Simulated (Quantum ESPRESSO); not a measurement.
# Bi (Im-3m) in Quantum ESPRESSO: convergence with k mesh

Aim: find how far k mesh must go before the results for Bi settle, at PBE. This setting moves, with any that are tied to it; all else stays.

Everything below comes from runs of Quantum ESPRESSO 7.5. Logs are shortened: lines on timing, memory, paths and dates and some standing lists are left out, and cuts for length are marked.

## Step 1: Starting point

The structure is cubic, space group Im-3m (No. 229). The conventional cell has a = 3.963 Å, b = 3.963 Å, c = 3.963 Å, α = 90.00°, β = 90.00°, γ = 90.00°. Around Bi (site symmetry m-3m) lie 8 Bi at 3.43 Å.

This isn't the form of Bi at room conditions, which is rhombohedral.

## Step 2: With k mesh 1 × 1 × 1

Input file pw.in:

```
&CONTROL
  calculation = 'scf'
  prefix = 'pwscf'
  outdir = './tmp'
  pseudo_dir = './pseudo'
  tprnfor = .true.
  tstress = .true.
  disk_io = 'nowf'
/
&SYSTEM
  ibrav = 0
  nat = 1
  ntyp = 1
  ecutwfc = 45
  ecutrho = 360
  nbnd = 13
  occupations = 'smearing'
  smearing = 'fd'
  degauss = 0.00999582
/
&ELECTRONS
  conv_thr = 2d-10
  electron_maxstep = 120
  mixing_beta = 0.5
/
ATOMIC_SPECIES
Bi   208.9804 bi_pbe_v1.uspp.F.UPF
CELL_PARAMETERS angstrom
  -1.9814305318    1.9814305318    1.9814305318
   1.9814305318   -1.9814305318    1.9814305318
   1.9814305318    1.9814305318   -1.9814305318
ATOMIC_POSITIONS crystal
Bi     0.0000000000    0.0000000000    0.0000000000
K_POINTS automatic
1 1 1 0 0 0
```

Potentials or basis: GBRV 1.5 PBE.

The run is started by

```console
> OMP_NUM_THREADS=1 pw.x -in pw.in > pw.out
```

pw.out:

```text
This program is part of the open-source Quantum ESPRESSO suite
     for quantum simulation of materials; please cite
[... 6 lines left out ...]
     using ibrav=0 with symmetry is DISCOURAGED, use correct ibrav instead

     G-vector sticks info
     --------------------
     sticks:   dense  smooth     PW     G-vecs:    dense   smooth      PW
     Sum        1137     561    137                24295     8583    1055

     Using Slab Decomposition

     bravais-lattice index     =            0
     lattice parameter (alat)  =       6.4854  a.u.
     unit-cell volume          =     209.9874 (a.u.)^3
     number of atoms/cell      =            1
     number of atomic types    =            1
     number of electrons       =        15.00
     number of Kohn-Sham states=           13
     kinetic-energy cutoff     =      45.0000  Ry
     charge density cutoff     =     360.0000  Ry
     scf convergence threshold =      2.0E-10
     mixing beta               =       0.5000
     number of iterations used =            8  plain     mixing
     Exchange-correlation= SLA  PW   PBE  PBE
                           (   1   4   3   4   0   0   0)

     celldm(1)=   6.485424  celldm(2)=   0.000000  celldm(3)=   0.000000
     celldm(4)=   0.000000  celldm(5)=   0.000000  celldm(6)=   0.000000

     crystal axes: (cart. coord. in units of alat)
               a(1) = (  -0.577350   0.577350   0.577350 )
               a(2) = (   0.577350  -0.577350   0.577350 )
               a(3) = (   0.577350   0.577350  -0.577350 )

     reciprocal axes: (cart. coord. in units 2 pi/alat)
               b(1) = ( -0.000000  0.866025  0.866025 )
               b(2) = (  0.866025 -0.000000  0.866025 )
               b(3) = (  0.866025  0.866025  0.000000 )

     PseudoPot. # 1 for Bi read from file:
     bi_pbe_v1.uspp.F.UPF
     Pseudo is Ultrasoft + core correction, Zval = 15.0
     Generated by new atomic code, or converted to UPF format
     Using radial grid of  899 points,  6 beta functions with:
                l(1) =   0
                l(2) =   0
                l(3) =   1
                l(4) =   1
                l(5) =   2
                l(6) =   2
     Q(r) pseudized with  6 coefficients,  rinner =    1.000   1.000   1.000
                                                       1.000   1.000

     atomic species   valence    mass     pseudopotential
     Bi               15.00   208.98040     Bi( 1.00)

     48 Sym. Ops., with inversion, found

   Cartesian axes

     site n.     atom                  positions (alat units)
         1        Bi     tau(   1) = (   0.0000000   0.0000000   0.0000000  )

     number of k points=     1  Fermi-Dirac smearing, width (Ry)=  0.0100
                       cart. coord. in units 2pi/alat
        k(    1) = (   0.0000000   0.0000000   0.0000000), wk =   2.0000000

     Dense  grid:    24295 G-vectors     FFT dimensions: (  40,  40,  40)

     Smooth grid:     8583 G-vectors     FFT dimensions: (  27,  27,  27)

     Check: negative core charge=   -0.000002

     Initial potential from superposition of free atoms

     starting charge      14.0000, renormalised to      15.0000

     negative rho (up, down):  4.471E-02 0.000E+00
     Starting wfcs are    9 randomized atomic wfcs +    4 random wfcs

     Self-consistent Calculation

     iteration #  1     ecut=    45.00 Ry     beta= 0.50
     Davidson diagonalization with overlap
     ethr =  1.00E-02,  avg # of iterations =  7.0

     negative rho (up, down):  4.647E-02 0.000E+00

     total energy              =    -183.99842143 Ry
     estimated scf accuracy    <       0.48061564 Ry

     iteration #  2     ecut=    45.00 Ry     beta= 0.50
     Davidson diagonalization with overlap
     ethr =  3.20E-03,  avg # of iterations =  2.0

     negative rho (up, down):  4.999E-02 0.000E+00

     total energy              =    -184.08196437 Ry
     estimated scf accuracy    <       0.01006010 Ry

     iteration #  3     ecut=    45.00 Ry     beta= 0.50
     Davidson diagonalization with overlap
     ethr =  6.71E-05,  avg # of iterations = 10.0

     negative rho (up, down):  5.305E-02 0.000E+00

     total energy              =    -184.08694380 Ry
     estimated scf accuracy    <       0.00109670 Ry

     iteration #  4     ecut=    45.00 Ry     beta= 0.50
     Davidson diagonalization with overlap
     ethr =  7.31E-06,  avg # of iterations =  2.0

     negative rho (up, down):  5.268E-02 0.000E+00

     total energy              =    -184.08709118 Ry
     estimated scf accuracy    <       0.00022948 Ry

     iteration #  5     ecut=    45.00 Ry     beta= 0.50
     Davidson diagonalization with overlap
     ethr =  1.53E-06,  avg # of iterations =  4.0

     negative rho (up, down):  5.249E-02 0.000E+00

     total energy              =    -184.08713081 Ry
     estimated scf accuracy    <       0.00000165 Ry

     iteration #  6     ecut=    45.00 Ry     beta= 0.50
     Davidson diagonalization with overlap
     ethr =  1.10E-08,  avg # of iterations =  5.0

     negative rho (up, down):  5.249E-02 0.000E+00

     total energy              =    -184.08713258 Ry
     estimated scf accuracy    <       0.00000284 Ry

     iteration #  7     ecut=    45.00 Ry     beta= 0.50
     Davidson diagonalization with overlap
     ethr =  1.10E-08,  avg # of iterations =  2.0

     negative rho (up, down):  5.245E-02 0.000E+00

     total energy              =    -184.08713243 Ry
     estimated scf accuracy    <       0.00000049 Ry

     iteration #  8     ecut=    45.00 Ry     beta= 0.50
     Davidson diagonalization with overlap
     ethr =  3.26E-09,  avg # of iterations =  2.0

     negative rho (up, down):  5.246E-02 0.000E+00

     total energy              =    -184.08713258 Ry
     estimated scf accuracy    <          2.7E-09 Ry

     iteration #  9     ecut=    45.00 Ry     beta= 0.50
     Davidson diagonalization with overlap
     ethr =  1.79E-11,  avg # of iterations =  4.0

     negative rho (up, down):  5.246E-02 0.000E+00

     total energy              =    -184.08713258 Ry
     estimated scf accuracy    <          1.9E-09 Ry

     iteration # 10     ecut=    45.00 Ry     beta= 0.50
     Davidson diagonalization with overlap
     ethr =  1.27E-11,  avg # of iterations =  1.0

     negative rho (up, down):  5.246E-02 0.000E+00

     total energy              =    -184.08713258 Ry
     estimated scf accuracy    <          1.9E-09 Ry

     iteration # 11     ecut=    45.00 Ry     beta= 0.50
     Davidson diagonalization with overlap
     ethr =  1.27E-11,  avg # of iterations =  1.0

     negative rho (up, down):  5.246E-02 0.000E+00

     total energy              =    -184.08713258 Ry
     estimated scf accuracy    <          1.6E-09 Ry

     iteration # 12     ecut=    45.00 Ry     beta= 0.50
     Davidson diagonalization with overlap
     ethr =  1.07E-11,  avg # of iterations =  1.0

     negative rho (up, down):  5.246E-02 0.000E+00

     total energy              =    -184.08713258 Ry
     estimated scf accuracy    <          1.7E-09 Ry

     iteration # 13     ecut=    45.00 Ry     beta= 0.50
     Davidson diagonalization with overlap
     ethr =  1.07E-11,  avg # of iterations =  2.0

     negative rho (up, down):  5.246E-02 0.000E+00

     total energy              =    -184.08713258 Ry
     estimated scf accuracy    <          7.7E-09 Ry

     iteration # 14     ecut=    45.00 Ry     beta= 0.50
     Davidson diagonalization with overlap
     ethr =  1.07E-11,  avg # of iterations =  1.0

     negative rho (up, down):  5.246E-02 0.000E+00

     total energy              =    -184.08713258 Ry
     estimated scf accuracy    <          4.2E-09 Ry

     iteration # 15     ecut=    45.00 Ry     beta= 0.50
     Davidson diagonalization with overlap
     ethr =  1.07E-11,  avg # of iterations =  2.0

     negative rho (up, down):  5.246E-02 0.000E+00

     total energy              =    -184.08713258 Ry
     estimated scf accuracy    <          5.4E-10 Ry

     iteration # 16     ecut=    45.00 Ry     beta= 0.50
     Davidson diagonalization with overlap
     ethr =  3.60E-12,  avg # of iterations =  2.0

     negative rho (up, down):  5.246E-02 0.000E+00

     total energy              =    -184.08713258 Ry
     estimated scf accuracy    <          2.3E-10 Ry

     iteration # 17     ecut=    45.00 Ry     beta= 0.50
     Davidson diagonalization with overlap
     ethr =  1.52E-12,  avg # of iterations =  1.0

     negative rho (up, down):  5.246E-02 0.000E+00

     total energy              =    -184.08713258 Ry
     estimated scf accuracy    <          3.0E-10 Ry

     iteration # 18     ecut=    45.00 Ry     beta= 0.50
     Davidson diagonalization with overlap
     ethr =  1.52E-12,  avg # of iterations =  2.0

     negative rho (up, down):  5.246E-02 0.000E+00

     End of self-consistent calculation

          k = 0.0000 0.0000 0.0000 (  1055 PWs)   bands (ev):

    -9.7238  -9.7238  -9.7238  -9.5300  -9.5300  -1.0086  17.3845  17.3845
    17.3845  22.1518  23.1038  23.1038  23.1038

     the Fermi energy is    17.3845 ev

!    total energy              =    -184.08713258 Ry
     estimated scf accuracy    <          1.4E-11 Ry
     smearing contrib. (-TS)   =      -0.04157145 Ry
     internal energy E=F+TS    =    -184.04556113 Ry

     The total energy is F=E-TS. E is the sum of the following terms:
     one-electron contribution =     -42.69141509 Ry
     hartree contribution      =      32.85716137 Ry
     xc contribution           =     -64.86988476 Ry
     ewald contribution        =    -109.34142266 Ry

     convergence has been achieved in  18 iterations

     negative rho (up, down):  5.246E-02 0.000E+00

     Forces acting on atoms (cartesian axes, Ry/au):

     atom    1 type  1   force =     0.00000000    0.00000000    0.00000000

     Total force =     0.000000     Total SCF correction =     0.000000

     Computing stress (Cartesian axis) and pressure

     negative rho (up, down):  5.246E-02 0.000E+00
          total   stress  (Ry/bohr**3)                   (kbar)     P=      953.24
   0.00647999  -0.00000000  -0.00000000          953.24       -0.00       -0.00
  -0.00000000   0.00647999  -0.00000000           -0.00      953.24       -0.00
  -0.00000000  -0.00000000   0.00647999           -0.00       -0.00      953.24

=------------------------------------------------------------------------------=
   JOB DONE.
=------------------------------------------------------------------------------=
```

Wall time 6.2 s (1 thread of Intel Xeon at 2.70GHz, shared host); peak memory 0.11 GiB.

What came out:

```yaml
Free_energy: -2504.6330 eV
Pressure: 95.3 GPa
```

## Step 3: With k mesh 3 × 3 × 3

Edit pw.in of step 2 so:

```diff
@@ -34,2 +34,2 @@
 K_POINTS automatic
-1 1 1 0 0 0
+3 3 3 0 0 0
```

Potentials or basis: GBRV 1.5 PBE.

The run is started by

```console
> OMP_NUM_THREADS=1 pw.x -in pw.in > pw.out
```

Wall time 6.6 s (1 thread of Intel Xeon at 2.70GHz, shared host); peak memory 0.12 GiB.

Results:

```
Free energy            : -2521.1681 eV
Pressure               : 0.3 GPa
Band gap on the k mesh : none (metal or under the smearing width)
```

## Step 4: With k mesh 4 × 4 × 4

Edit pw.in of step 3 so:

```diff
@@ -34,2 +34,2 @@
 K_POINTS automatic
-3 3 3 0 0 0
+4 4 4 0 0 0
```

The run is started by

```console
> OMP_NUM_THREADS=1 pw.x -in pw.in > pw.out
```

Wall time 6.1 s (1 thread of Intel Xeon at 2.70GHz, shared host); peak memory 0.12 GiB.

Results:

- Free energy: -2520.5463 eV
- Pressure: 1.6 GPa
- Band gap on the k mesh: none (metal or under the smearing width)

## Step 5: With k mesh 5 × 5 × 5

Edit pw.in of step 4 so:

```diff
@@ -34,2 +34,2 @@
 K_POINTS automatic
-4 4 4 0 0 0
+5 5 5 0 0 0
```

The run is started by

```console
> OMP_NUM_THREADS=1 pw.x -in pw.in > pw.out
```

Wall time 6.5 s (1 thread of Intel Xeon at 2.70GHz, shared host); peak memory 0.12 GiB.

What came out:

* Free energy: -2520.5939 eV
* Pressure: 0.4 GPa
* Band gap on the k mesh: none (metal or under the smearing width)

## Step 6: With k mesh 7 × 7 × 7

Edit pw.in of step 5 so:

```diff
@@ -34,2 +34,2 @@
 K_POINTS automatic
-5 5 5 0 0 0
+7 7 7 0 0 0
```

Potentials or basis: GBRV 1.5 PBE.

The run is started by

```console
> OMP_NUM_THREADS=1 pw.x -in pw.in > pw.out
```

Run time: 7.9 s. Hardware: 1 thread of Intel Xeon at 2.70GHz, shared host; peak memory 0.12 GiB.

Results (log left out):

| Item | Value |
| --- | --- |
| Free energy | -2520.6345 eV |
| Pressure | 1.5 GPa |
| Band gap on the k mesh | none (metal or under the smearing width) |

## Step 7: With k mesh 8 × 8 × 8

Edit pw.in of step 6 so:

```diff
@@ -34,2 +34,2 @@
 K_POINTS automatic
-7 7 7 0 0 0
+8 8 8 0 0 0
```

The run is started by

```console
> OMP_NUM_THREADS=1 pw.x -in pw.in > pw.out
```

It took 8.2 s on 1 thread of Intel Xeon at 2.70GHz, shared host; peak memory 0.12 GiB.

The run converged. Its results:

- Free energy: -2520.6431 eV
- Pressure: 0.6 GPa
- Band gap on the k mesh: none (metal or under the smearing width)

## Step 8: With k mesh 9 × 9 × 9

Edit pw.in of step 7 so:

```diff
@@ -34,2 +34,2 @@
 K_POINTS automatic
-8 8 8 0 0 0
+9 9 9 0 0 0
```

The run is started by

```console
> OMP_NUM_THREADS=1 pw.x -in pw.in > pw.out
```

It took 8.8 s on 1 thread of Intel Xeon at 2.70GHz, shared host; peak memory 0.12 GiB.

The run converged. Its results:

* Free energy: -2520.6753 eV
* Pressure: 0.6 GPa
* Band gap on the k mesh: none (metal or under the smearing width)

## Step 9: With k mesh 11 × 11 × 11

Edit pw.in of step 8 so:

```diff
@@ -34,2 +34,2 @@
 K_POINTS automatic
-9 9 9 0 0 0
+11 11 11 0 0 0
```

Potentials or basis: GBRV 1.5 PBE.

The run is started by

```console
> OMP_NUM_THREADS=1 pw.x -in pw.in > pw.out
```

Run time: 15 s. Hardware: 1 thread of Intel Xeon at 2.70GHz, shared host; peak memory 0.13 GiB.

It converged, with:

```
Free energy            : -2520.6660 eV
Pressure               : 0.7 GPa
Band gap on the k mesh : none (metal or under the smearing width)
```

## Step 10: With k mesh 13 × 13 × 13

Edit pw.in of step 9 so:

```diff
@@ -34,2 +34,2 @@
 K_POINTS automatic
-11 11 11 0 0 0
+13 13 13 0 0 0
```

The run is started by

```console
> OMP_NUM_THREADS=1 pw.x -in pw.in > pw.out
```

Run time: 19 s. Hardware: 1 thread of Intel Xeon at 2.70GHz, shared host; peak memory 0.13 GiB.

It converged, with:

* Free energy: -2520.6698 eV
* Pressure: 0.7 GPa
* Band gap on the k mesh: none (metal or under the smearing width)

## Step 11: Summary

```tsv
k mesh	energy less the tightest run, at zero smearing (meV/atom)	pressure (GPa)	SCF cycles	CPU time (s)	peak memory (GiB)
1 × 1 × 1	16299.84	95.32	18	6.2	0.11
3 × 3 × 3	-476.29	0.26	8	6.6	0.12
4 × 4 × 4	136.85	1.57	8	6.1	0.12
5 × 5 × 5	96.03	0.42	9	6.5	0.12
7 × 7 × 7	40.11	1.50	8	7.9	0.12
8 × 8 × 8	31.30	0.61	8	8.2	0.12
9 × 9 × 9	-9.14	0.60	8	8.8	0.12
11 × 11 × 11	6.29	0.74	8	15	0.13
13 × 13 × 13	0.00	0.66	8	19	0.13
```

Against the tightest run, the pressure stays within 0.1 GPa from 8 × 8 × 8 on. Not settled before the last step: the energy (to 1 meV/atom). Meshes of other sizes hit other points, so gaps and Fermi surfaces needn't settle smoothly. The tightest run that finished is the yardstick and may itself not be fully converged.

Caveats: spin-orbit coupling is left out, which moves the levels of the heavy elements.
